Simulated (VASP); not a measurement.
# Yb (I4/mmm) in VASP: further runs

The runs below take Yb through single point, with PBE.

Everything below comes from runs of VASP 6.6.1. Logs are shortened: lines on timing, memory, paths and dates and some standing lists are left out, and cuts for length are marked.

**1. The cell of the first run**

The structure is tetragonal, space group I4/mmm (No. 139). Conventional cell: a = 4.094 Å, b = 4.094 Å, c = 4.252 Å, α = 90.00°, β = 90.00°, γ = 90.00°. Around Yb (site symmetry 4/mmm) lie 12 Yb at 3.59 to 4.09 Å.

This isn't the form of Yb at room conditions, which is fcc.

**2. Single point, PBE (volume 35.632 Å^3 an atom, c/a of the conventional cell 0.7343)**

Contents of INCAR:

```
PREC     = Accurate       # precision mode
ENCUT    = 520            # plane-wave cutoff, eV
EDIFF    = 1E-7           # SCF threshold, eV
ISMEAR   = 0              # smearing method
SIGMA    = 0.15           # smearing width, eV
LREAL    = False          # projectors in reciprocal space
LASPH    = True           # aspherical terms in the spheres
NELM     = 60             # most SCF steps
ALGO     = Fast           # electronic algorithm
ISIF     = 2              # what is computed and relaxed
LWAVE    = False          # write WAVECAR
LCHARG   = False          # write CHGCAR
GGA      = PE             # functional
NBANDS   = 18             # bands
```

Contents of KPOINTS:

```
Automatic mesh
0
Gamma
  16 16 16
```

Contents of POSCAR:

```
Yb
1.0
    0.0000000000      2.8949894570      2.1257907583
    2.8949894570      0.0000000000      2.1257907583
    2.8949894570      2.8949894570      0.0000000000
Yb
1
Direct
    0.0000000000      0.0000000000      0.0000000000
```

Potentials or basis: VASP PAW PBE potentials, release 64 (Yb).

Launch:

```sh
$ cat potpaw_PBE.64/Yb/POTCAR > POTCAR
$ mpirun -np 1 vasp_std > vasp.out
```

OUTCAR:

```text
PREC = Accurate
   ENCUT = 520
   EDIFF = 1E-7
   ISMEAR = 0
   LREAL = False
   LASPH = True
   NELM = 60
   ISIF = 2
   GGA = PE

 ion  position               nearest neighbor table
   1  0.000  0.000  0.000-

  LATTYP: Found a body centered tetragonal cell.
 ALAT       =     4.0941333530
 C/A-ratio  =     1.0384570189

  Lattice vectors:

 A1 = (   0.0000000000,  -2.8949894570,  -2.1257907583)
 A2 = (   0.0000000000,   2.8949894570,  -2.1257907583)
 A3 = (   2.8949894570,   0.0000000000,   2.1257907583)

Analysis of symmetry for initial positions (statically):
=====================================================================
 Subroutine PRICEL returns:
 Original cell was already a primitive cell.

 Routine SETGRP: Setting up the symmetry group for a
 body centered tetragonal supercell.

 Subroutine GETGRP returns: Found 16 space group operations
 (whereof 16 operations were pure point group operations)
 out of a pool of 16 trial point group operations.

The static configuration has the point symmetry D_4h.

Analysis of symmetry for dynamics (positions and initial velocities):
=====================================================================
 Subroutine PRICEL returns:
 Original cell was already a primitive cell.

 Routine SETGRP: Setting up the symmetry group for a
 body centered tetragonal supercell.

 Subroutine GETGRP returns: Found 16 space group operations
 (whereof 16 operations were pure point group operations)
 out of a pool of 16 trial point group operations.

The dynamic configuration has the point symmetry D_4h.

 Subroutine INISYM returns: Found 16 space group operations
 (whereof 16 operations are pure point group operations),
 and found     1 'primitive' translations

----------------------------------------------------------------------------------------

                                     Primitive cell

  volume of cell :      35.6324

  direct lattice vectors                    reciprocal lattice vectors
     0.000000000  2.894989457  2.125790758    -0.172712201  0.172712201  0.235206592
     2.894989457  0.000000000  2.125790758     0.172712201 -0.172712201  0.235206592
     2.894989457  2.894989457  0.000000000     0.172712201  0.172712201 -0.235206592

  length of vectors
     3.591650081  3.591650081  4.094133353     0.339088705  0.339088705  0.339088705

  position of ions in fractional coordinates (direct lattice)
     0.000000000  0.000000000  0.000000000

  ion indices of the primitive-cell ions
   primitive index   ion index
                 1           1

----------------------------------------------------------------------------------------

 KPOINTS: Automatic mesh

Automatic generation of k-mesh.
 Grid dimensions read from file:
 generate k-points for:   16   16   16

 Generating k-lattice:

  Cartesian coordinates                     Fractional coordinates (reciprocal lattice)
    -0.010794513  0.010794513  0.014700412     0.062500000  0.000000000  0.000000000
     0.010794513 -0.010794513  0.014700412     0.000000000  0.062500000  0.000000000
     0.010794513  0.010794513 -0.014700412     0.000000000  0.000000000  0.062500000

  Length of vectors
     0.021193044  0.021193044  0.021193044

  Shift w.r.t. Gamma in fractional coordinates (k-lattice)
     0.000000000  0.000000000  0.000000000

 Subroutine IBZKPT returns following result:
 ===========================================

 Found    349 irreducible k-points:

 Following reciprocal coordinates:
            Coordinates               Weight
  0.000000  0.000000  0.000000      1.000000
  0.062500 -0.000000  0.000000      8.000000
  0.125000 -0.000000  0.000000      8.000000
  0.187500  0.000000  0.000000      8.000000
  0.250000 -0.000000  0.000000      8.000000
  0.312500  0.000000  0.000000      8.000000
[... 16 lines left out ...]
 -0.125000  0.062500  0.000000      8.000000
 -0.062500  0.062500  0.000000      4.000000
 [... further k-points ...]
   k-points           NKPTS =    349   k-points in BZ     NKDIM =    349   number of bands    NBANDS=     18
   number of dos      NEDOS =    301   number of ions     NIONS =      1
   total plane-waves  NPLWV =  23520
   dimension x,y,z NGX =    28 NGY =   28 NGZ =   30
   dimension x,y,z NGXF=    56 NGYF=   56 NGZF=   60
   ions per type =               1
   NGX,Y,Z   is equivalent  to a cutoff of  12.96, 12.96, 12.18 a.u.
   NGXF,Y,Z  is equivalent  to a cutoff of  25.92, 25.92, 24.36 a.u.
 SYSTEM =  unknown system
   PREC   = accura    normal or accurate (medium, high low for compatibility)
   ISTART =      0    job   : 0-new  1-cont  2-samecut
   ICHARG =      2    charge: 1-file 2-atom 10-const
   ISPIN  =      1    spin polarized calculation?
   LNONCOLLINEAR =      F non collinear calculations
   LSORBIT =      F    spin-orbit coupling
   LASPH  =      T    aspherical Exc in radial PAW
   ENCUT  =  520.0 eV  38.22 Ry    6.18 a.u.   6.68  6.68  7.61*2*pi/ulx,y,z
   NELM   =     60;   NELMIN=  2; NELMDL= -5     # of ELM steps
   EDIFF  = 0.1E-06   stopping-criterion for ELM
   LREAL  =      F    real-space projection
   EDIFFG = 0.1E-05   stopping-criterion for IOM
   NSW    =      0    number of steps for IOM
   IBRION =     -1    ionic relax: 0-MD 1-quasi-New 2-CG
   NFREE  =      0    steps in history (QN), initial steepest desc. (CG)
   ISIF   =      2    stress and relaxation
   ISYM   =      2    0-nonsym 1-usesym 2-fastsym
   POTIM  = 0.5000    time-step for ionic-motion
   TEBEG  =    0.0;   TEEND  =   0.0 temperature during run
   PSTRESS=    0.0 pullay stress
   NELECT =      24.0000    total number of electrons
   NUPDOWN=      -1.0000    fix difference up-down
   EMIN   =  10.00;   EMAX   =-10.00  energy-range for DOS
   EFERMI =   0.00;   METHOD = LEGACY
   ISMEAR =     0;   SIGMA  =   0.15  broadening in eV -4-tet -1-fermi 0-gaus
   EFERMI_NEDOS =   21; number of points for ismear=-14 and -15
   IALGO  =     68    algorithm
   IMIX   =      4    mixing-type and parameters
     AMIX     =   0.40;   BMIX     =  1.00
     AMIX_MAG =   1.60;   BMIX_MAG =  1.00
  volume/ion in A,a.u.               =      35.63       240.46
  Fermi-wavevector in a.u.,A,eV,Ry     =   1.435039  2.711831 28.018986  2.059337
  Thomas-Fermi vector in A             =   2.554382
   LORBIT       =      0    0 simple, 1 ext, 2 COOP (PROOUT), +10 PAW based schemes
   GGA     = PE    functional components
   LHFCALC =     F    Hartree Fock is set to
   AEXX    =    0.0000 exact exchange contribution
   IVDW    =     0    specifies the selected vdW correction
   LEPSILON=     F    determine dielectric tensor
   LRPA    =     F    only Hartree local field effects (RPA)
 non-spin polarized calculation
 RMM-DIIS sequential band-by-band and
 Gauss-broadening in eV      SIGMA  =   0.15
  energy-cutoff  :      520.00
  volume of cell :       35.63
 maximum number of plane-waves:       984
   NGX = 13   NGY = 13   NGZ = 15

 number of electron      23.9999992 magnetization

 Free energy of the ion-electron system (eV)
  ---------------------------------------------------
  ext. energy  EPLUGINS =         0.00000000
  ---------------------------------------------------
  free energy    TOTEN  =        -3.58065829 eV

  energy without entropy =       -3.56634833  energy(sigma->0) =       -3.57350331

 E-fermi :   1.5818     XC(G=0):  -9.4789

 val. band max:        1.5814071278   @ k =  -0.3750   0.3125   0.2500
 cond. band min:       1.5854397545   @ k =  -0.3750   0.4375   0.1875
 fundamental gap:      0.0040326267
 Fermi energy:         1.5818395940

 k-point     1 :       0.0000    0.0000    0.0000
  band No.  band energies     occupation
      1     -50.1266      2.00000
      2     -22.3033      2.00000
      3     -22.3027      2.00000
      4     -22.3027      2.00000
      5      -3.5660      2.00000
      6       1.1457      1.99996
[... 10 lines left out ...]
     17       6.6386      0.00000
     18      12.2245      0.00000

 k-point     2 :       0.0625   -0.0000    0.0000
  band No.  band energies     occupation
      1     -50.1259      2.00000
      2     -22.3170      2.00000
      3     -22.3070      2.00000
      4     -22.3029      2.00000
      5      -3.4700      2.00000
      6       1.1465      1.99996
[... 10 lines left out ...]
     17       6.5988      0.00000
     18      12.3628      0.00000

 k-point     3 :       0.1250   -0.0000    0.0000
  band No.  band energies     occupation
      1     -50.1238      2.00000
      2     -22.3567      2.00000
      3     -22.3193      2.00000
      4     -22.3027      2.00000
      5      -3.1881      2.00000
      6       1.1488      1.99996
[... 10 lines left out ...]
     17       6.5492      0.00000
     18      12.6782      0.00000

 k-point     4 :       0.1875    0.0000    0.0000
  band No.  band energies     occupation
      1     -50.1208      2.00000
      2     -22.4153      2.00000
      3     -22.3377      2.00000
      4     -22.3025      2.00000
      5      -2.7392      2.00000
      6       1.1524      1.99995
[... 375 lines left out ...]
      4     -22.3155      2.00000
      5      -2.6287      2.00000
      6       1.1544      1.99994
[... 10 lines left out ...]
     17       6.7702      0.00000
     18      12.9662      0.00000

 k-point    23 :      -0.1250    0.0625    0.0000
  band No.  band energies     occupation
      1     -50.1231      2.00000
      2     -22.3593      2.00000
      3     -22.3235      2.00000
      4     -22.3156      2.00000
      5      -3.0804      2.00000
      6       1.1549      1.99994
[... 10 lines left out ...]
     17       6.6459      0.00000
     18      12.9703      0.00000

 k-point    24 :      -0.0625    0.0625    0.0000
  band No.  band energies     occupation
      1     -50.1251      2.00000
      2     -22.3222      2.00000
      3     -22.3128      2.00000
      4     -22.3112      2.00000
      5      -3.3673      2.00000
      6       1.1507      1.99995
[... 10 lines left out ...]
     17       6.5433      0.00000
     18      12.5643      0.00000

 [... further k-points ...]

------------------------ aborting loop because EDIFF is reached ----------------------------------------

  FORCE on cell =-STRESS in cart. coord.  units (eV):
  Direction    XX          YY          ZZ          XY          YZ          ZX
  --------------------------------------------------------------------------------------
  -------------------------------------------------------------------------------------
  Total       -0.1486395     -0.1486395     -0.2106057      0.0000000     -0.0000000      0.0000000
  in kB       -6.6834431     -6.6834431     -9.4696990      0.0000000     -0.0000000      0.0000000
  external PRESSURE =      -7.6121951 kB  Pullay stress =       0.0000000 kB

 VOLUME and BASIS-vectors are now :
 -----------------------------------------------------------------------------
  energy-cutoff  :      520.00
  volume of cell :       35.63
      direct lattice vectors                 reciprocal lattice vectors
     0.000000000  2.894989457  2.125790758    -0.172712201  0.172712201  0.235206592
     2.894989457  0.000000000  2.125790758     0.172712201 -0.172712201  0.235206592
     2.894989457  2.894989457  0.000000000     0.172712201  0.172712201 -0.235206592

 POSITION                                       TOTAL-FORCE (eV/Angst)
 -----------------------------------------------------------------------------------
      0.00000      0.00000      0.00000         0.000000      0.000000     -0.000000
 -----------------------------------------------------------------------------------
    total drift:                               -0.000000     -0.000000     -0.000000

  FREE ENERGIE OF THE ION-ELECTRON SYSTEM (eV)
  ---------------------------------------------------
  free  energy   TOTEN  =        -3.5806582880 eV

  energy  without entropy=       -3.5663483262  energy(sigma->0) =       -3.57350331
```

It took 30 min on 1 thread of Intel Xeon Platinum 8175M at 2.50GHz (Skylake/Cascade Lake), shared host; peak memory 0.38 GiB.

What came out:

```
Free energy            : -3.5807 eV
Pressure               : -0.8 GPa
Band gap on the k mesh : none (metal or under the smearing width)
```

**3. Single point, PBE (volume 35.632 Å^3 an atom, c/a of the conventional cell 0.9257)**

Contents of INCAR:

```
SYSTEM = Yb
PREC = Accurate ; ENCUT = 520
EDIFF = 1E-6 ; ISMEAR = 0
SIGMA = 0.15 ; LREAL = .False.
LASPH = .True. ; NELM = 80
ALGO = Fast ; ISIF = 2
LWAVE = .False. ; LCHARG = .False.
GGA = PE ; NBANDS = 18
```

Contents of KPOINTS:

```
regular mesh
0
Gamma
  16 16 16
  0 0 0
```

Contents of POSCAR:

```
Yb
1.0
    0.0000000000      2.6798762588      2.4807614527
    2.6798762588      0.0000000000      2.4807614527
    2.6798762588      2.6798762588      0.0000000000
Yb
1
Direct
    0.0000000000      0.0000000000      0.0000000000
```

Potentials or basis: VASP PAW PBE potentials, release 64 (Yb).

Launch:

```sh
$ cat potpaw_PBE.64/Yb/POTCAR > POTCAR
$ mpirun -np 1 vasp_std > vasp.out
```

OUTCAR:

```text
SYSTEM = Yb
   PREC = Accurate
   ENCUT = 520
   EDIFF = 1E-6
   ISMEAR = 0
   LREAL = .False.
   LASPH = .True.
   NELM = 80
   ISIF = 2
   GGA = PE

 ion  position               nearest neighbor table
   1  0.000  0.000  0.000-

  LATTYP: Found a body centered tetragonal cell.
 ALAT       =     3.7899173507
 C/A-ratio  =     1.3091374947

  Lattice vectors:

 A1 = (   0.0000000000,  -2.6798762588,  -2.4807614527)
 A2 = (   0.0000000000,   2.6798762588,  -2.4807614527)
 A3 = (   2.6798762588,   0.0000000000,   2.4807614527)

Analysis of symmetry for initial positions (statically):
=====================================================================
 Subroutine PRICEL returns:
 Original cell was already a primitive cell.

 Routine SETGRP: Setting up the symmetry group for a
 body centered tetragonal supercell.

 Subroutine GETGRP returns: Found 16 space group operations
 (whereof 16 operations were pure point group operations)
 out of a pool of 16 trial point group operations.

The static configuration has the point symmetry D_4h.

Analysis of symmetry for dynamics (positions and initial velocities):
=====================================================================
 Subroutine PRICEL returns:
 Original cell was already a primitive cell.

 Routine SETGRP: Setting up the symmetry group for a
 body centered tetragonal supercell.

 Subroutine GETGRP returns: Found 16 space group operations
 (whereof 16 operations were pure point group operations)
 out of a pool of 16 trial point group operations.

The dynamic configuration has the point symmetry D_4h.

 Subroutine INISYM returns: Found 16 space group operations
 (whereof 16 operations are pure point group operations),
 and found     1 'primitive' translations

----------------------------------------------------------------------------------------

                                     Primitive cell

  volume of cell :      35.6324
[... 99 lines left out ...]
   NUPDOWN=      -1.0000    fix difference up-down
   EMIN   =  10.00;   EMAX   =-10.00  energy-range for DOS
   EFERMI =   0.00;   METHOD = LEGACY
   ISMEAR =     0;   SIGMA  =   0.15  broadening in eV -4-tet -1-fermi 0-gaus
   EFERMI_NEDOS =   21; number of points for ismear=-14 and -15
   IALGO  =     68    algorithm
   IMIX   =      4    mixing-type and parameters
     AMIX     =   0.40;   BMIX     =  1.00
     AMIX_MAG =   1.60;   BMIX_MAG =  1.00
  volume/ion in A,a.u.               =      35.63       240.46
  Fermi-wavevector in a.u.,A,eV,Ry     =   1.435039  2.711831 28.018986  2.059337
  Thomas-Fermi vector in A             =   2.554382
   LORBIT       =      0    0 simple, 1 ext, 2 COOP (PROOUT), +10 PAW based schemes
   GGA     = PE    functional components
   LHFCALC =     F    Hartree Fock is set to
   AEXX    =    0.0000 exact exchange contribution
   IVDW    =     0    specifies the selected vdW correction
   LEPSILON=     F    determine dielectric tensor
   LRPA    =     F    only Hartree local field effects (RPA)
 non-spin polarized calculation
 RMM-DIIS sequential band-by-band and
 Gauss-broadening in eV      SIGMA  =   0.15
  energy-cutoff  :      520.00
  volume of cell :       35.63
 maximum number of plane-waves:       976
   NGX = 13   NGY = 13   NGZ = 15

 number of electron      24.0000009 magnetization

 Free energy of the ion-electron system (eV)
  ---------------------------------------------------
  ext. energy  EPLUGINS =         0.00000000
  ---------------------------------------------------
  free energy    TOTEN  =        -3.57163390 eV

  energy without entropy =       -3.55716658  energy(sigma->0) =       -3.56440024

 E-fermi :   1.6240     XC(G=0):  -9.4787

 val. band max:        1.6163674669   @ k =  -0.3125   0.3750   0.2500
 cond. band min:       1.6270879080   @ k =  -0.4375   0.2500   0.0000
 fundamental gap:      0.0107204411
 Fermi energy:         1.6240101630

 k-point     1 :       0.0000    0.0000    0.0000
  band No.  band energies     occupation
      1     -50.1088      2.00000
      2     -22.2901      2.00000
      3     -22.2901      2.00000
      4     -22.2892      2.00000
      5      -3.5731      2.00000
      6       1.1345      2.00000
[... 481 lines left out ...]
      5      -3.3418      2.00000
      6       1.1376      2.00000
[... 10 lines left out ...]
     17       6.8765      0.00000
     18      11.7763      0.00000

 [... further k-points ...]
[... 5 lines left out ...]
  --------------------------------------------------------------------------------------
  -------------------------------------------------------------------------------------
  Total       -0.2503127     -0.2503127     -0.2185672      0.0000000      0.0000000     -0.0000000
  in kB      -11.2550893    -11.2550893     -9.8276814      0.0000000      0.0000000     -0.0000000
  external PRESSURE =     -10.7792867 kB  Pullay stress =       0.0000000 kB

 VOLUME and BASIS-vectors are now :
 -----------------------------------------------------------------------------
  energy-cutoff  :      520.00
  volume of cell :       35.63
      direct lattice vectors                 reciprocal lattice vectors
     0.000000000  2.679876259  2.480761453    -0.186575779  0.186575779  0.201551020
     2.679876259  0.000000000  2.480761453     0.186575779 -0.186575779  0.201551020
     2.679876259  2.679876259  0.000000000     0.186575779  0.186575779 -0.201551020

 POSITION                                       TOTAL-FORCE (eV/Angst)
 -----------------------------------------------------------------------------------
      0.00000      0.00000      0.00000         0.000000      0.000000      0.000000
 -----------------------------------------------------------------------------------
    total drift:                               -0.000000      0.000000      0.000000

  FREE ENERGIE OF THE ION-ELECTRON SYSTEM (eV)
  ---------------------------------------------------
  free  energy   TOTEN  =        -3.5716338992 eV

  energy  without entropy=       -3.5571665817  energy(sigma->0) =       -3.56440024
```

Run time: 21 min. Hardware: 1 thread of Intel Xeon Platinum 8175M at 2.50GHz (Skylake/Cascade Lake), shared host; peak memory 0.37 GiB.

Results:

- Free energy: -3.5716 eV
- Pressure: -1.1 GPa
- Band gap on the k mesh: none (metal or under the smearing width)

The run has no spin-orbit coupling, so splittings on Yb are missing. Spin polarisation is off, so any magnetic state and its effect on volume and gap are missing.
